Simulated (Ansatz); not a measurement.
# Pd(111) with 4 layers of random Pd-Zn, 2x2: scattering by chemical disorder

Wanted: resistance against the alloy's length, first Pd(111) with 4 layers of random Pd-Zn, 2x2.

Method: Ansatz plane-wave DFT, PBE, PAW files; ballistic transport by layer matching (Landauer), zero bias; PAW set soft_1, in Ansatz 0.2.0.

**1. Starting point**

The cell holds 40 atoms: 32 Pd and 8 Zn. Cell: a = 5.501 Å, b = 5.501 Å, c = 22.514 Å, α = 93.5°, β = 86.5°, γ = 120.0°. It derives from Pd. Regions: lead, 24 atoms (24 Pd); scattering region, 16 atoms (8 Zn and 8 Pd). The structure is stacked along c, and the current runs across the ab planes.

**2. With 4 alloy layers**

In 4 layers a share of 0.5 of the sites is given to Zn at random. The layers about the cell's end stay perfect and serve as the lead. Disorder leaves little or no symmetry, which makes such runs dear. Energies from -0.05 to 0.05 eV in steps of 0.05 eV are too few for the program's thermal sum, so it prints no conductance; for a metal the transmission near the Fermi level serves, at a fraction of the cost.

Contents of input.yaml:

```yaml
crystal:
  lattice:
    - [5.5010079149, 0.0, 0.0]
    - [-2.7505039575, 4.7640126007, 0.0]
    - [1.3752519787, -0.7940021001, 22.4577707709]
  atoms:
    - { symbol: Pd, position: [0.9916666667, 0.0083333333, 0.05] }
    - { symbol: Pd, position: [0.9916666667, 0.5083333333, 0.05] }
    - { symbol: Pd, position: [0.4916666667, 0.0083333333, 0.05] }
    - { symbol: Pd, position: [0.4916666667, 0.5083333333, 0.05] }
    - { symbol: Pd, position: [0.1416666667, 0.3583333333, 0.15] }
    - { symbol: Pd, position: [0.1416666667, 0.8583333333, 0.15] }
    - { symbol: Pd, position: [0.6416666667, 0.3583333333, 0.15] }
    - { symbol: Pd, position: [0.6416666667, 0.8583333333, 0.15] }
    - { symbol: Pd, position: [0.2916666667, 0.2083333333, 0.25] }
    - { symbol: Pd, position: [0.2916666667, 0.7083333333, 0.25] }
    - { symbol: Pd, position: [0.7916666667, 0.2083333333, 0.25] }
    - { symbol: Pd, position: [0.7916666667, 0.7083333333, 0.25] }
    - { symbol: Zn, position: [0.9416666667, 0.0583333333, 0.35] }
    - { symbol: Pd, position: [0.9416666667, 0.5583333333, 0.35] }
    - { symbol: Pd, position: [0.4416666667, 0.0583333333, 0.35] }
    - { symbol: Pd, position: [0.4416666667, 0.5583333333, 0.35] }
    - { symbol: Zn, position: [0.0916666667, 0.4083333333, 0.45] }
    - { symbol: Pd, position: [0.0916666667, 0.9083333333, 0.45] }
    - { symbol: Zn, position: [0.5916666667, 0.4083333333, 0.45] }
    - { symbol: Zn, position: [0.5916666667, 0.9083333333, 0.45] }
    - { symbol: Zn, position: [0.2416666667, 0.2583333333, 0.55] }
    - { symbol: Pd, position: [0.2416666667, 0.7583333333, 0.55] }
    - { symbol: Pd, position: [0.7416666667, 0.2583333333, 0.55] }
    - { symbol: Pd, position: [0.7416666667, 0.7583333333, 0.55] }
    - { symbol: Zn, position: [0.8916666667, 0.1083333333, 0.65] }
    - { symbol: Zn, position: [0.8916666667, 0.6083333333, 0.65] }
    - { symbol: Pd, position: [0.3916666667, 0.1083333333, 0.65] }
    - { symbol: Zn, position: [0.3916666667, 0.6083333333, 0.65] }
    - { symbol: Pd, position: [0.0416666667, 0.4583333333, 0.75] }
    - { symbol: Pd, position: [0.0416666667, 0.9583333333, 0.75] }
    - { symbol: Pd, position: [0.5416666667, 0.4583333333, 0.75] }
    - { symbol: Pd, position: [0.5416666667, 0.9583333333, 0.75] }
    - { symbol: Pd, position: [0.1916666667, 0.3083333333, 0.85] }
    - { symbol: Pd, position: [0.1916666667, 0.8083333333, 0.85] }
    - { symbol: Pd, position: [0.6916666667, 0.3083333333, 0.85] }
    - { symbol: Pd, position: [0.6916666667, 0.8083333333, 0.85] }
    - { symbol: Pd, position: [0.8416666667, 0.1583333333, 0.95] }
    - { symbol: Pd, position: [0.8416666667, 0.6583333333, 0.95] }
    - { symbol: Pd, position: [0.3416666667, 0.1583333333, 0.95] }
    - { symbol: Pd, position: [0.3416666667, 0.6583333333, 0.95] }
kpoints:
  mp_grid: { grid: [5, 5, 1] }
hamiltonian:
  xc: pbe
  pseudopotentials: { kind: paw, azcp: { folder: soft_1 } }
scf:
  occupations: { method: fermi_dirac, width: 0.1 }
output:
  transmission:
    leads: [[0, 4]]
    kmesh: [10, 10]
    e_range: [-0.05, 0.05]
    de: 0.05
  write_potential: true
  write_density: true
  volumetric_format: npy
```

Started as:

```bash
ansatz run input.yaml --threads 4 --pin off --max-ram 15360MiB --backend cpu --events-out ev --progress --plain --runs-dir out
```

Numbers of over 12 decimals in the logs are rounded to 6 here.

Output:

```text
Engine: ansatz 0.2.0, aarch64-unknown-linux-gnu
Pseudopotentials: kind: paw
Pseudopotential: Pd, paw, valence charge 18, recommended cutoff 420 eV (normal), soft_1/Pd.paw.azcp
Pseudopotential: Zn, paw, valence charge 12, recommended cutoff 420 eV (normal), soft_1/Zn.paw.azcp
Functional definition: PBE
  parameter kappa = 0.804
  parameter beta = 0.066725
  exchange = pbe_x(kappa = kappa, mu = beta*pi^2/3)
  correlation = pbe_c(beta = beta)
Crystal: 40 atoms, lattice volume = 588.548 Å³
Basis set: ecut = 420 eV, 11489 PW (Γ)
Bands: 404, of which v1, the nominal top of the filled ones, is band 336 counted from 1 (335 counted from 0)
Symmetry: 1 space group operations
Space group: P1 (ITA 1), of the structure as read, at distance tolerance 8.4e-5 Å
k-points: 13 of 25 (time reversal used)
Non-local potential: Pd, projectors of the file, l = 0: 2, l = 1: 2, l = 2: 2, l = 3: 1
Non-local potential: Zn, projectors of the file, l = 0: 2, l = 1: 2, l = 2: 3, l = 3: 1
PAW form: soft (Blöchl's): semilocal exchange-correlation on the pseudo side does not see the compensation charge
PAW one-centre angular grid: Pd, 590 points (default); XC on 64 Gauss nodes
PAW one-centre angular grid: Zn, 590 points (default); XC on 64 Gauss nodes
Initial density: superposition of atomic densities (chi_scale 0.1, normalization cell, long waves of neutral atoms (reshape's long-wave potential 9.95 eV rms, cloud 2.61 Å wide))
Initial wavefunctions: pseudopotential atomic-orbital guess
Functional: x = pbe(κ = 0.804, μ = 0.219515), c = pbe(β = 0.066725)
SCF iter   1: F=—  HF=-249750.797827 eV  |F-HF|=—  |Δ(HF+E_count)|=         —  Δρ=1.93e-1  dr2=4.59e2  ethr=3.10e-3  ⟨swp⟩=5.0  Hψ=20106  notcnv=0  defer=358
preconditioner: auto → Kerker (q_TF=auto, 2.789 Å⁻¹)  [metal: Δε(μ)=0.004 eV  Ē_g=9.157 eV  σ=0.100 eV  W_gap=0.01  n_scr=228 (ndim 8)  ℏωp=31.2 eV  f_vac=0.000  D(μ)=52.04/eV (n_scr^D=658)]
SCF iter   2: F=—  HF=-249706.134982 eV  |F-HF|=—  |Δ(HF+E_count)|=    4.47e1  Δρ=8.37e-2  dr2=1.27e2  ethr=3.10e-3  ⟨swp⟩=3.0  Hψ=10560  notcnv=0  defer=433
SCF iter   3: F=—  HF=-249694.344026 eV  |F-HF|=—  |Δ(HF+E_count)|=    1.18e1  Δρ=2.25e-2  dr2=1.32e1  ethr=3.10e-3  ⟨swp⟩=2.0  Hψ=9141  notcnv=0  defer=491
SCF iter   4: F=—  HF=-249693.456665 eV  |F-HF|=—  |Δ(HF+E_count)|=   8.87e-1  Δρ=1.54e-2  dr2=2.60e0  ethr=1.96e-3  ⟨swp⟩=2.0  Hψ=9069  notcnv=0  defer=547
SCF iter   5: F=—  HF=-249693.288005 eV  |F-HF|=—  |Δ(HF+E_count)|=   1.69e-1  Δρ=3.44e-3  dr2=4.34e-1  ethr=3.87e-4  ⟨swp⟩=2.0  Hψ=9061  notcnv=0  defer=558
SCF iter   6: F=—  HF=-249693.257053 eV  |F-HF|=—  |Δ(HF+E_count)|=   3.10e-2  Δρ=1.27e-3  dr2=4.51e-2  ethr=6.46e-5  ⟨swp⟩=1.0  Hψ=4694  notcnv=0  defer=558
SCF iter   7: F=—  HF=-249693.258588 eV  |F-HF|=—  |Δ(HF+E_count)|=   1.54e-3  Δρ=9.23e-4  dr2=3.25e-2  ethr=6.71e-6  ⟨swp⟩=2.0  Hψ=5239  notcnv=0  defer=558
SCF iter   8: F=—  HF=-249693.257678 eV  |F-HF|=—  |Δ(HF+E_count)|=   9.11e-4  Δρ=3.99e-4  dr2=3.51e-3  ethr=4.84e-6  ⟨swp⟩=2.0  Hψ=5071  notcnv=0  defer=558
SCF iter   9: F=—  HF=-249693.257559 eV  |F-HF|=—  |Δ(HF+E_count)|=   1.18e-4  Δρ=2.28e-4  dr2=7.86e-4  ethr=5.23e-7  ⟨swp⟩=2.0  Hψ=5533  notcnv=0  defer=558
SCF iter  10: F=—  HF=-249693.257525 eV  |F-HF|=—  |Δ(HF+E_count)|=   3.44e-5  Δρ=6.72e-5  dr2=3.01e-4  ethr=1.17e-7  ⟨swp⟩=2.0  Hψ=5756  notcnv=0  defer=558
SCF iter  11: F=—  HF=-249693.257514 eV  |F-HF|=—  |Δ(HF+E_count)|=   1.04e-5  Δρ=3.15e-5  dr2=2.49e-5  ethr=4.49e-8  ⟨swp⟩=1.4  Hψ=5333  notcnv=0  defer=558
SCF iter  12: F=—  HF=-249693.258001 eV  |F-HF|=—  |Δ(HF+E_count)|=   4.87e-4  Δρ=1.24e-5  dr2=6.29e-6  ethr=3.70e-9  ⟨swp⟩=2.0  Hψ=5394  notcnv=0  defer=558
SCF iter  13: F=—  HF=-249693.258001 eV  |F-HF|=—  |Δ(HF+E_count)|=   6.00e-8  Δρ=7.69e-6  dr2=6.38e-7  ethr=9.36e-10  ⟨swp⟩=2.0  Hψ=5231  notcnv=0  defer=558
SCF iter  14: F=—  HF=-249693.258001 eV  |F-HF|=—  |Δ(HF+E_count)|=   8.27e-8  Δρ=3.28e-6  dr2=1.97e-7  ethr=9.49e-11  ⟨swp⟩=2.0  Hψ=5514  notcnv=0  defer=558
SCF iter  15: F=-249693.258001 eV  HF=-249693.258001 eV  |F-HF|=3.91e-8  |Δ(HF+E_count)|=   1.48e-8  Δρ=1.30e-6  dr2=4.38e-8  ethr=1.49e-11  ⟨swp⟩=11.3  Hψ=19742  notcnv=0
SCF 1 converged in 15 iterations: F = -249693.258001 eV  dr2 = 4.38e-8
  greatest PAW one-centre occupation: 0.999 electrons in one spin orbital (limit 2), on the Pd atom at site 13 (counted from 0), in its partial waves of l = 0
transmission: 182 of 1820 steps passed
transmission: 364 of 1820 steps passed
[...]
transmission: 1820 of 1820 steps passed
SCF converged after 15 iterations
Free energy (F): -249693.258001 eV
Harris-Foulkes:  -249693.258001 eV  (|F-HF|=3.91e-8)
Internal energy: -249691.783275 eV  (E = F + TS)
E sigma→0 (E₀):  -249692.520638 eV
Entropy (-TS):   -1.474726 eV (-36.868 meV/atom)
Fermi energy:    18.028128 eV
--- Per-component energies (eV) ---
  E_band       = -4327.462076
  E_kinetic    = 15547.229074
  E_local      = -85022.521946  (includes V_loc(G=0)·N_el)
  E_nonlocal   = 18405.733625
  E_hartree    = 34883.136169
  E_xc         = -5068.922959
  E_vxc        = -6026.339068  (∫ρ·V_xc dr)
  E_paw        = -137120.956236  (= ΣΔE_a)
  E_vpaw       = -16997.864594  (= ΣTr[D̂ρ^β])
  E_aug_tail   = 0.005742  (compensation charges beyond the density's cutoff)
  E_ewald      = -91315.486746
  E_smearing   = -1.474726  (= −TS)
  E_closure    = 0.000000  (closes the sum)
  Σ components = -249693.258001   (vs F -249693.258001, Δ=0.00e0)
--- Band table (eV; the first three rows and the last of 13) ---
  k-point 0: bands = [... 332 lower, 18.0996, 18.1455, 18.1468, 18.1590, 18.2296, 18.2306, 18.2383, 18.2914, ... 64 higher]
  k-point 1: bands = [... 332 lower, 17.9187, 17.9776, 18.0572, 18.0764, 18.0982, 18.1646, 18.1949, 18.2070, ... 64 higher]
  k-point 2: bands = [... 332 lower, 17.9148, 17.9300, 17.9482, 17.9679, 17.9904, 18.0272, 18.0466, 18.1295, ... 64 higher]
  k-point 12: bands = [... 332 lower, 17.7965, 17.8391, 17.9345, 17.9790, 18.0019, 18.0265, 18.0429, 18.1661, ... 64 higher]
--- Transmission ---
  basis      : 235 plane waves across, 35 finite elements along
  points     : 52, standing for a mesh of 10 x 10
  energies   : 3 from -0.050000 to 0.050000 eV about the Fermi level, 0.050000 eV apart; the leads are filled to 0.000000 eV, and channels, transmission and decay are at 0.000000 eV
  crystal 0  : Pd4, at the sites [0, 4], period 2.2458 Å, over 13.47 Å; its Hamiltonian steps by up to 11.8 meV
    offset         : up to 0.0000 Å between an atom of the period and one for which it stands
    channels       : 5.350000e0 a spin
    conductance    : none, the energies end too early or step too widely for 300 K: set another output.transmission.e_range or a lower de, or, where they end at an eighth of basis.ecutwfc, a higher one
  junction   : crystal 0 to crystal 0, 0.70 to 20.91 Å
    transmission   : 1.605907e0 a spin
    conductance    : none, the energies end too early or step too widely for 300 K: set another output.transmission.e_range or a lower de, or, where they end at an eighth of basis.ecutwfc, a higher one
```

Wall time 11 min (4 threads of Arm Neoverse V1, shared host); peak memory 5.3 GiB; 44 min of CPU time.

In the SCF lines HF is the Harris–Foulkes energy and dr2 the Hartree energy of the density residual, in eV; the loop may stop once dr2 is under the threshold and the program's other checks hold. Hψ counts applications of the Hamiltonian.

Numbers from this step:

```yaml
free_energy: -249693.2580 eV
energy_at_zero_smearing: -249692.5206 eV
fermi_energy: 18.03 eV
cell_area: 26.21 Å²
transmission_per_spin_nearest_the_fermi_level: 1.606
open_channels_per_spin_nearest_the_fermi_level: 5.35
step_of_the_lead_s_potential: 11.8 meV
```

Per spin. Table of transmission, zone mean by energy, zero at the Fermi level:

```csv
energy (eV),"transmission, zone mean"
-0.0500,1.57
0.0000,1.61
0.0500,1.56
```

Per spin. Table of open channels, zone mean, lead by energy, zero at the Fermi level:

```csv
energy (eV),"open channels, zone mean, lead"
-0.0500,6.54
0.0000,5.35
0.0500,4.8
```

Transmission over k1 and k2. At 0.0000 eV from the Fermi level.

Values, 10 rows by 10 columns:
```
2.08 2.34 1.86 0.92 1.87 2.49 2.06 1.95 2.32 1.89
1.90 1.99 2.18 1.64 1.65 2.25 1.92 1.93 2.17 2.13
1.23 0.86 1.57 1.60 0.89 1.63 1.58 0.86 1.22 1.16
1.30 1.29 1.38 1.06 0.69 1.11 1.12 1.27 1.29 1.30
1.30 1.28 1.30 1.36 0.80 1.06 0.80 1.36 1.30 1.28
1.30 1.30 1.29 1.27 1.12 1.11 0.69 1.06 1.38 1.29
1.23 1.16 1.22 0.86 1.58 1.63 0.89 1.60 1.57 0.86
1.90 2.13 2.17 1.93 1.92 2.25 1.65 1.64 2.18 1.99
2.08 1.89 2.32 1.95 2.06 2.49 1.87 0.92 1.86 2.34
2.36 2.05 1.89 1.93 2.09 2.56 2.09 1.93 1.89 2.05
```
Columns: k1 (b1) from -0.5 to 0.4; rows upwards: k2 (b2) from -0.5 to 0.4.

Open channels over k1 and k2. At 0.0000 eV from the Fermi level.

Values, 10 rows by 10 columns:
```
 7.0  8.0  5.0  5.0  5.0  8.0  7.0  4.0  3.0  4.0
 4.0  5.0  5.0  5.0  5.0  5.0  5.0  4.0  3.0  3.0
 4.0  5.0  5.0  5.0  4.0  5.0  5.0  5.0  4.0  4.0
 7.0  5.0  5.0  4.0  7.0  7.0  4.0  5.0  5.0  7.0
10.0  8.0  5.0  5.0  7.0  7.0  7.0  5.0  5.0  8.0
 7.0  7.0  5.0  5.0  4.0  7.0  7.0  4.0  5.0  5.0
 4.0  4.0  4.0  5.0  5.0  5.0  4.0  5.0  5.0  5.0
 4.0  3.0  3.0  4.0  5.0  5.0  5.0  5.0  5.0  5.0
 7.0  4.0  3.0  4.0  7.0  8.0  5.0  5.0  5.0  8.0
10.0  7.0  4.0  4.0  7.0 10.0  7.0  4.0  4.0  7.0
```
Columns: k1 (b1) from -0.5 to 0.4; rows upwards: k2 (b2) from -0.5 to 0.4.

Over the solved energies the transmission per spin lies between 1.56 and 1.61, out of 5.56 channels of the lead on average (up to 6.54).

**3. With 8 alloy layers**

In 8 layers a share of 0.5 of the sites is given to Zn at random. A fresh draw is used; the growth of the resistance with length is what counts.

System of this step: Pd(111) with 8 layers of random Pd-Zn, 2x2. The cell holds 56 atoms: 40 Pd and 16 Zn. Cell: a = 5.501 Å, b = 5.501 Å, c = 31.481 Å, α = 87.5°, β = 92.5°, γ = 120.0°. It derives from Pd. Regions: lead, 24 atoms (24 Pd); scattering region, 32 atoms (16 Pd and 16 Zn). The structure is stacked along c, and the current runs across the ab planes.

Contents of input.yaml:

```yaml
crystal:
  lattice:
    - [5.5010079149, 0.0, 0.0]
    - [-2.7505039575, 4.7640126007, 0.0]
    - [-1.3752519787, 0.7940021001, 31.4408790793]
  atoms:
    - { symbol: Pd, position: [0.005952381, 0.994047619, 0.0357142857] }
    - { symbol: Pd, position: [0.005952381, 0.494047619, 0.0357142857] }
    - { symbol: Pd, position: [0.505952381, 0.994047619, 0.0357142857] }
    - { symbol: Pd, position: [0.505952381, 0.494047619, 0.0357142857] }
    - { symbol: Pd, position: [0.1845238095, 0.3154761905, 0.1071428571] }
    - { symbol: Pd, position: [0.1845238095, 0.8154761905, 0.1071428571] }
    - { symbol: Pd, position: [0.6845238095, 0.3154761905, 0.1071428571] }
    - { symbol: Pd, position: [0.6845238095, 0.8154761905, 0.1071428571] }
    - { symbol: Pd, position: [0.3630952381, 0.1369047619, 0.1785714286] }
    - { symbol: Pd, position: [0.3630952381, 0.6369047619, 0.1785714286] }
    - { symbol: Pd, position: [0.8630952381, 0.1369047619, 0.1785714286] }
    - { symbol: Pd, position: [0.8630952381, 0.6369047619, 0.1785714286] }
    - { symbol: Pd, position: [0.0416666667, 0.9583333333, 0.25] }
    - { symbol: Pd, position: [0.0416666667, 0.4583333333, 0.25] }
    - { symbol: Pd, position: [0.5416666667, 0.9583333333, 0.25] }
    - { symbol: Zn, position: [0.5416666667, 0.4583333333, 0.25] }
    - { symbol: Zn, position: [0.2202380952, 0.2797619048, 0.3214285714] }
    - { symbol: Pd, position: [0.2202380952, 0.7797619048, 0.3214285714] }
    - { symbol: Zn, position: [0.7202380952, 0.2797619048, 0.3214285714] }
    - { symbol: Pd, position: [0.7202380952, 0.7797619048, 0.3214285714] }
    - { symbol: Zn, position: [0.3988095238, 0.1011904762, 0.3928571429] }
    - { symbol: Zn, position: [0.3988095238, 0.6011904762, 0.3928571429] }
    - { symbol: Pd, position: [0.8988095238, 0.1011904762, 0.3928571429] }
    - { symbol: Zn, position: [0.8988095238, 0.6011904762, 0.3928571429] }
    - { symbol: Pd, position: [0.0773809524, 0.9226190476, 0.4642857143] }
    - { symbol: Pd, position: [0.0773809524, 0.4226190476, 0.4642857143] }
    - { symbol: Pd, position: [0.5773809524, 0.9226190476, 0.4642857143] }
    - { symbol: Zn, position: [0.5773809524, 0.4226190476, 0.4642857143] }
    - { symbol: Zn, position: [0.255952381, 0.244047619, 0.5357142857] }
    - { symbol: Zn, position: [0.255952381, 0.744047619, 0.5357142857] }
    - { symbol: Zn, position: [0.755952381, 0.244047619, 0.5357142857] }
    - { symbol: Zn, position: [0.755952381, 0.744047619, 0.5357142857] }
    - { symbol: Pd, position: [0.4345238095, 0.0654761905, 0.6071428571] }
    - { symbol: Pd, position: [0.4345238095, 0.5654761905, 0.6071428571] }
    - { symbol: Zn, position: [0.9345238095, 0.0654761905, 0.6071428571] }
    - { symbol: Zn, position: [0.9345238095, 0.5654761905, 0.6071428571] }
    - { symbol: Zn, position: [0.1130952381, 0.8869047619, 0.6785714286] }
    - { symbol: Pd, position: [0.1130952381, 0.3869047619, 0.6785714286] }
    - { symbol: Pd, position: [0.6130952381, 0.8869047619, 0.6785714286] }
    - { symbol: Pd, position: [0.6130952381, 0.3869047619, 0.6785714286] }
    - { symbol: Pd, position: [0.2916666667, 0.2083333333, 0.75] }
    - { symbol: Pd, position: [0.2916666667, 0.7083333333, 0.75] }
    - { symbol: Zn, position: [0.7916666667, 0.2083333333, 0.75] }
    - { symbol: Zn, position: [0.7916666667, 0.7083333333, 0.75] }
    - { symbol: Pd, position: [0.4702380952, 0.0297619048, 0.8214285714] }
    - { symbol: Pd, position: [0.4702380952, 0.5297619048, 0.8214285714] }
    - { symbol: Pd, position: [0.9702380952, 0.0297619048, 0.8214285714] }
    - { symbol: Pd, position: [0.9702380952, 0.5297619048, 0.8214285714] }
    - { symbol: Pd, position: [0.1488095238, 0.8511904762, 0.8928571429] }
    - { symbol: Pd, position: [0.1488095238, 0.3511904762, 0.8928571429] }
    - { symbol: Pd, position: [0.6488095238, 0.8511904762, 0.8928571429] }
    - { symbol: Pd, position: [0.6488095238, 0.3511904762, 0.8928571429] }
    - { symbol: Pd, position: [0.3273809524, 0.1726190476, 0.9642857143] }
    - { symbol: Pd, position: [0.3273809524, 0.6726190476, 0.9642857143] }
    - { symbol: Pd, position: [0.8273809524, 0.1726190476, 0.9642857143] }
    - { symbol: Pd, position: [0.8273809524, 0.6726190476, 0.9642857143] }
kpoints:
  mp_grid: { grid: [5, 5, 1] }
hamiltonian:
  xc: pbe
  pseudopotentials: { kind: paw, azcp: { folder: soft_1 } }
scf:
  occupations: { method: fermi_dirac, width: 0.1 }
output:
  transmission:
    leads: [[0, 4]]
    kmesh: [10, 10]
    e_range: [-0.05, 0.05]
    de: 0.05
  write_potential: true
  write_density: true
  volumetric_format: npy
```

Output:

```text
[...]
Crystal: 56 atoms, lattice volume = 823.967 Å³
Basis set: ecut = 420 eV, 16079 PW (Γ)
Bands: 548, of which v1, the nominal top of the filled ones, is band 456 counted from 1 (455 counted from 0)
Symmetry: 1 space group operations
[...]
k-points: 13 of 25 (time reversal used)
[...]
SCF iter   1: F=—  HF=-332124.169605 eV  |F-HF|=—  |Δ(HF+E_count)|=         —  Δρ=2.07e-1  dr2=9.07e2  ethr=3.10e-3  ⟨swp⟩=5.0  Hψ=28354  notcnv=0  defer=546
[...]
SCF iter  16: F=-332033.671964 eV  HF=-332033.671964 eV  |F-HF|=3.20e-8  |Δ(HF+E_count)|=   1.83e-8  Δρ=8.20e-7  dr2=3.62e-8  ethr=1.10e-11  ⟨swp⟩=11.3  Hψ=26747  notcnv=0
SCF 1 converged in 16 iterations: F = -332033.671964 eV  dr2 = 3.62e-8
[...]
transmission: 258 of 2548 steps passed
transmission: 512 of 2548 steps passed
[...]
transmission: 2548 of 2548 steps passed
SCF converged after 16 iterations
Free energy (F): -332033.671964 eV
[...]
Internal energy: -332031.866171 eV  (E = F + TS)
E sigma→0 (E₀):  -332032.769067 eV
Entropy (-TS):   -1.805793 eV (-32.246 meV/atom)
Fermi energy:    17.319168 eV
[...]
--- Band table (eV; the first three rows and the last of 13) ---
  k-point 0: bands = [... 452 lower, 17.3811, 17.4035, 17.4336, 17.4427, 17.4451, 17.4626, 17.5233, 17.5267, ... 88 higher]
  k-point 1: bands = [... 452 lower, 17.2089, 17.2440, 17.2643, 17.3083, 17.3409, 17.3810, 17.4434, 17.4810, ... 88 higher]
  k-point 2: bands = [... 452 lower, 17.2281, 17.2430, 17.2701, 17.2908, 17.3064, 17.3388, 17.3490, 17.4366, ... 88 higher]
  k-point 12: bands = [... 452 lower, 17.1763, 17.2539, 17.2762, 17.2949, 17.3143, 17.3362, 17.3815, 17.4063, ... 88 higher]
--- Transmission ---
  basis      : 235 plane waves across, 49 finite elements along
  points     : 52, standing for a mesh of 10 x 10
[...]
channels       : 5.470000e0 a spin
[...]
junction   : crystal 0 to crystal 0, 0.70 to 29.89 Å
    transmission   : 1.391378e0 a spin
[...]
```

The job ended after 20 min (4 threads; peak memory 8.9 GiB; 79 min of CPU time).

This step gave:

* free energy: -332033.6720 eV
* energy at zero smearing: -332032.7691 eV
* Fermi energy: 17.32 eV
* transmission per spin nearest the Fermi level: 1.391
* open channels per spin nearest the Fermi level: 5.47
* step of the lead's potential: 11.4 meV

Per spin. Table of transmission, zone mean by energy, zero at the Fermi level:

```csv
energy (eV),"transmission, zone mean"
-0.0500,1.51
0.0000,1.39
0.0500,1.27
```

Over the solved energies the transmission per spin lies between 1.27 and 1.51, out of 5.48 channels of the lead on average (up to 6.44).

(Part 1 of 2 ends here.)

[Logs are printed without paths, hosts, clocks, repeated set-up lines and the standing remarks that a program may print on its own settings, such as how far it seeks lower states.]

[Hosts, paths, dates, database ids (printed as entryN), source tags and the programs' standing remarks are cut or masked in the printed files.]
